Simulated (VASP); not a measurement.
# ZnS (F-43m) in VASP: notebook

The runs below take ZnS through relaxation of cell and atoms, with PBE.

All numbers are computed with VASP 6.6.1; they aren't measurements. Logs are shortened: lines on timing, memory, paths and dates and some standing lists are left out, and cuts for length are marked.

## Step 1: The structure

Symmetry: F-43m, No. 216, cubic system. The conventional cell has a = 5.387 Å, b = 5.387 Å, c = 5.387 Å, α = 90.00°, β = 90.00°, γ = 90.00°. Zn (site symmetry -43m) has 4 S at 2.33 Å as nearest neighbours. S (site symmetry -43m) is surrounded by 4 Zn at 2.33 Å.

The cell is a database's computed one.

## Step 2: Relaxation of cell and atoms, PBE

Input file INCAR:

```
SYSTEM = ZnS
ALGO     = Normal         ! electronic algorithm
EDIFF    = 1E-6           ! SCF threshold, eV
EDIFFG   = -0.005         ! ionic threshold
ENCUT    = 600            ! plane-wave cutoff, eV
GGA      = PE             ! functional
IBRION   = 2              ! ionic algorithm
ISIF     = 3              ! what is computed and relaxed
ISMEAR   = 0              ! smearing method
KPAR     = 2            
LASPH    = .TRUE.         ! aspherical terms in the spheres
LCHARG   = .FALSE.        ! write CHGCAR
LREAL    = .FALSE.        ! projectors in reciprocal space
LWAVE    = .FALSE.        ! write WAVECAR
NELM     = 120            ! most SCF steps
NSW      = 80             ! ionic steps
PREC     = Accurate       ! precision mode
SIGMA    = 0.02           ! smearing width, eV
```

Input file KPOINTS:

```
k-points
0
G
  10 10 10
  0 0 0
```

Input file POSCAR:

```
ZnS
1.0
    0.0000000000      2.6936829000      2.6936829000
    2.6936829000      0.0000000000      2.6936829000
    2.6936829000      2.6936829000      0.0000000000
Zn S
1 1
Direct
    0.0000000000      0.0000000000      0.0000000000
    0.7500000000      0.7500000000      0.7500000000
```

Potentials or basis: VASP PAW PBE potentials, release 64 (Zn, S).

Started as:

```
$ cat potpaw_PBE.64/Zn/POTCAR potpaw_PBE.64/S/POTCAR > POTCAR
$ mpirun -np 2 vasp_std > vasp.out
```

OUTCAR:

```text
SYSTEM = ZnS
   EDIFF = 1E-6
   EDIFFG = -0.005
   ENCUT = 600
   GGA = PE
   IBRION = 2
   ISIF = 3
   ISMEAR = 0
   LASPH = .TRUE.
   LREAL = .FALSE.
   NELM = 120
   NSW = 80
   PREC = Accurate

 ion  position               nearest neighbor table
   1  0.000  0.000  0.000-   2 2.33   2 2.33   2 2.33   2 2.33
   2  0.750  0.750  0.750-   1 2.33   1 2.33   1 2.33   1 2.33

  LATTYP: Found a face centered cubic cell.
 ALAT       =     5.3873658000

  Lattice vectors:

 A1 = (   0.0000000000,   2.6936829000,   2.6936829000)
 A2 = (   2.6936829000,   0.0000000000,   2.6936829000)
 A3 = (   2.6936829000,   2.6936829000,   0.0000000000)

Analysis of symmetry for initial positions (statically):
=====================================================================
 Subroutine PRICEL returns:
 Original cell was already a primitive cell.

 Routine SETGRP: Setting up the symmetry group for a
 face centered cubic supercell.

 Subroutine GETGRP returns: Found 24 space group operations
 (whereof 24 operations were pure point group operations)
 out of a pool of 48 trial point group operations.

The static configuration has the point symmetry T_d .

Analysis of symmetry for dynamics (positions and initial velocities):
=====================================================================
 Subroutine PRICEL returns:
 Original cell was already a primitive cell.

 Routine SETGRP: Setting up the symmetry group for a
 face centered cubic supercell.

 Subroutine GETGRP returns: Found 24 space group operations
 (whereof 24 operations were pure point group operations)
 out of a pool of 48 trial point group operations.

The dynamic configuration has the point symmetry T_d .

 Subroutine INISYM returns: Found 24 space group operations
 (whereof 24 operations are pure point group operations),
 and found     1 'primitive' translations

----------------------------------------------------------------------------------------

                                     Primitive cell

  volume of cell :      39.0903

  direct lattice vectors                    reciprocal lattice vectors
     0.000000000  2.693682900  2.693682900    -0.185619473  0.185619473  0.185619473
     2.693682900  0.000000000  2.693682900     0.185619473 -0.185619473  0.185619473
     2.693682900  2.693682900  0.000000000     0.185619473  0.185619473 -0.185619473

  length of vectors
     3.809442890  3.809442890  3.809442890     0.321502358  0.321502358  0.321502358

  position of ions in fractional coordinates (direct lattice)
     0.000000000  0.000000000  0.000000000
     0.750000000  0.750000000  0.750000000

[... 101 lines left out ...]
   GGA     = PE    functional components
   LHFCALC =     F    Hartree Fock is set to
   AEXX    =    0.0000 exact exchange contribution
   IVDW    =     0    specifies the selected vdW correction
   LEPSILON=     F    determine dielectric tensor
   LRPA    =     F    only Hartree local field effects (RPA)
 conjugate gradient relaxation of ions
 non-spin polarized calculation
 Gauss-broadening in eV      SIGMA  =   0.02
  energy-cutoff  :      600.00
  volume of cell :       39.09
 maximum number of plane-waves:      1326
   NGX = 15   NGY = 15   NGZ = 15

--------------------------------------- Ionic step        1  -------------------------------------------

 number of electron      18.0000017 magnetization

 Free energy of the ion-electron system (eV)
  ---------------------------------------------------
  ext. energy  EPLUGINS =         0.00000000
  ---------------------------------------------------
  free energy    TOTEN  =        -6.84249900 eV

  energy without entropy =       -6.84249900  energy(sigma->0) =       -6.84249900

------------------------ aborting loop because EDIFF is reached ----------------------------------------

  FORCE on cell =-STRESS in cart. coord.  units (eV):
  Direction    XX          YY          ZZ          XY          YZ          ZX
  --------------------------------------------------------------------------------------
  -------------------------------------------------------------------------------------
  Total        0.6130400      0.6130400      0.6130400      0.0000000     -0.0000000      0.0000000
  in kB       25.1263851     25.1263851     25.1263851      0.0000000     -0.0000000      0.0000000
  external PRESSURE =      25.1263851 kB  Pullay stress =       0.0000000 kB
[... 95 lines left out ...]
--------------------------------------- Ionic step        4  -------------------------------------------

 number of electron      18.0000007 magnetization

 Free energy of the ion-electron system (eV)
  ---------------------------------------------------
  ext. energy  EPLUGINS =         0.00000000
  ---------------------------------------------------
  free energy    TOTEN  =        -6.85236609 eV

  energy without entropy =       -6.85236609  energy(sigma->0) =       -6.85236609

 E-fermi :   2.0271     XC(G=0):  -9.5144

 val. band max:        1.8793695079   @ k =   0.0000   0.0000   0.0000
 cond. band min:       3.8868227392   @ k =   0.0000   0.0000   0.0000
 fundamental gap:      2.0074532313
 Fermi energy:         2.0271073531

 k-point     1 :       0.0000    0.0000    0.0000
  band No.  band energies     occupation
      1     -11.0917      2.00000
      2      -4.3646      2.00000
      3      -4.3646      2.00000
      4      -4.3646      2.00000
      5      -3.8952      2.00000
      6      -3.8952      2.00000
      7       1.8794      2.00000
      8       1.8794      2.00000
      9       1.8794      2.00000
     10       3.8868      0.00000
     11       8.2918      0.00000
     12       8.2918      0.00000
     13       8.2918      0.00000
[... 354 lines left out ...]
  band No.  band energies     occupation
      1     -10.1781      2.00000
      2      -4.3637      2.00000
      3      -4.1323      2.00000
      4      -4.1226      2.00000
      5      -3.8685      2.00000
      6      -3.8419      2.00000
      7      -1.8055      2.00000
      8      -0.0246      2.00000
      9       0.1775      2.00000
     10       5.9791      0.00000
     11       6.5441      0.00000
     12      10.5900      0.00000
     13      11.5351      0.00000

 [... further k-points ...]

------------------------ aborting loop because EDIFF is reached ----------------------------------------

  FORCE on cell =-STRESS in cart. coord.  units (eV):
  Direction    XX          YY          ZZ          XY          YZ          ZX
  --------------------------------------------------------------------------------------
  -------------------------------------------------------------------------------------
  Total       -0.0080755     -0.0080755     -0.0080755      0.0000000      0.0000000     -0.0000000
  in kB       -0.3199508     -0.3199508     -0.3199508      0.0000000      0.0000000     -0.0000000
  external PRESSURE =      -0.3199508 kB  Pullay stress =       0.0000000 kB
[... 17 lines left out ...]
  FREE ENERGIE OF THE ION-ELECTRON SYSTEM (eV)
  ---------------------------------------------------
  free  energy   TOTEN  =        -6.8523660865 eV

  energy  without entropy=       -6.8523660865  energy(sigma->0) =       -6.85236609

 reached required accuracy - stopping structural energy minimisation
```

It took 34 s on 2 MPI ranks of Intel Xeon Platinum 8488C (Sapphire Rapids), shared host; peak memory 0.17 GiB.

Results:

| Property | Result |
| --- | --- |
| Free energy | -6.8524 eV |
| Relaxed volume | 20.22 Å³/atom |
| Relaxed cell | a = 3.853 Å, b = 3.853 Å, c = 3.853 Å, α = 60.00°, β = 60.00°, γ = 60.00° |
| Space group after relaxing (to 0.05 Å) | F-43m (No. 216) |
| Energy gained by relaxing | 4.9 meV/atom |
| Ionic steps | 4 |
| Pressure after relaxing | 0.0 GPa |
| Band gap on the k mesh | 2.01 eV, direct |

The path:
```csv
step,energy change (eV),largest force (eV/Å),pressure (GPa),volume (Å³)
1,0.0000,0.0000,2.51,39.09
2,-0.0088,0.0000,-0.73,40.85
3,-0.0099,0.0000,0.07,40.40
4,-0.0099,0.0000,-0.03,40.44
```

Final structure:
```xyz
2
Lattice="0.0000 2.7243 2.7243 2.7243 0.0000 2.7243 2.7243 2.7243 0.0000" Properties=species:S:1:pos:R:3 pbc="T T T"
Zn    2.7243    2.7243    5.4486
S     4.0865    4.0865    4.0865
```

## Step 3: Relaxation of cell and atoms, PBE

This run uses another cell than the first one, of 20.22 Å³/atom, 1.034 times its volume.

INCAR is that of step 2.

KPOINTS is that of step 2.

Input file POSCAR:

```
ZnS                                     
1.0
    0.0000000000      2.7243082995      2.7243082995
    2.7243082995     -0.0000000000      2.7243082995
    2.7243082995      2.7243082995      0.0000000000
  Zn              S             
     1     1
Direct
     1.0000000000000000    1.0000000000000000    0.0000000000000000
     0.7500000000000000    0.7500000000000000    0.7500000000000000
```

Potentials or basis: VASP PAW PBE potentials, release 64 (Zn, S).

Started as:

```
$ cat potpaw_PBE.64/Zn/POTCAR potpaw_PBE.64/S/POTCAR > POTCAR
$ mpirun -np 2 vasp_std > vasp.out
```

Run time: 21 s. Hardware: 2 MPI ranks of Intel Xeon Platinum 8488C (Sapphire Rapids), shared host; peak memory 0.18 GiB.

The run converged. Its results:

| Quantity | Value |
| --- | --- |
| Free energy | -6.8526 eV |
| Relaxed volume | 20.21 Å³/atom |
| Relaxed cell | a = 3.852 Å, b = 3.852 Å, c = 3.852 Å, α = 60.00°, β = 60.00°, γ = 60.00° |
| Space group after relaxing (to 0.05 Å) | F-43m (No. 216) |
| Energy gained by relaxing | 0.0 meV/atom |
| Ionic steps | 3 |
| Pressure after relaxing | 0.0 GPa |
| Band gap on the k mesh | 2.01 eV, direct |

Final structure:
```
Zn S
1.0
     0.00000    2.72385    2.72385
     2.72385    0.00000    2.72385
     2.72385    2.72385    0.00000
Zn S
1 1
Cartesian
  0.0000 0.0000 0.0000
  4.0858 4.0858 4.0858
```

Levels at points of the mesh, in eV from the valence-band top:
```csv
k point,band 7,band 8,band 9,band 10,band 11,band 12
"(0.00, 0.00, 0.00)",0.00,0.00,0.00,2.01,6.41,6.41
"(0.50, 0.00, 0.00)",-5.13,-0.83,-0.83,3.26,6.94,6.94
"(0.50, 0.50, 0.00)",-4.46,-2.13,-2.13,3.46,4.07,10.81
```

As with any semilocal functional, this PBE gap is likely too small.
